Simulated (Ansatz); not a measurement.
Runs of Ansatz 0.2.0 on Ge. It takes space group Fd-3m (No. 227, cubic). Conventional cell: a = 5.658 Å, b = 5.658 Å, c = 5.658 Å, α = 90.00°, β = 90.00°, γ = 90.00°. Around Ge (site symmetry -43m) lie 4 Ge at 2.45 Å. 

```tsv
task	level	cell	cutoff (eV)	q mesh	points for each segment of the path	gap on the mesh (eV)	V0 of scaled cells (Å³/atom)	B0 (GPa)
phonons	PBEsol	as given	420	2 × 2 × 2	8	none	-	-
relaxation of cell and atoms	r2SCAN+D3(BJ)	relaxed	500	-	-	(b)	-	-
equation of state	RPBE+D4	as given	420	-	-	-	(a)	65
equation of state	LDA	as given	420	-	-	-	22.21	70
```

Alike in all rows: potentials or basis Ansatz PAW; no spin polarisation; k mesh 8 × 8 × 8; smearing fermi-dirac 0.05 eV.

Q: Fill in the values left out.

A: (a) 22.83; (b) 0.48.

Caveats: the PAW data sets come from PBE, with cores solved anew for the run's functional, which leaves a small shift of forces and pressure (some runs); this crystal is a semiconductor, whose small gap the functional closes, so the metal is an error of the method (some runs); the plane-wave basis is chosen anew once the cell has moved, so the energies of steps on either side of that aren't comparable (some runs); the dispersion damping was fitted for another functional or another form of the correction (some runs); the potentials were made for another functional, which shifts forces and pressure (some runs).

A k mesh can miss the band edges, and the runs leave out spin-orbit coupling on Ge.

A gap of «none» marks a metal or a gap under the smearing width.

Runs at the PBE level aren't shown here.
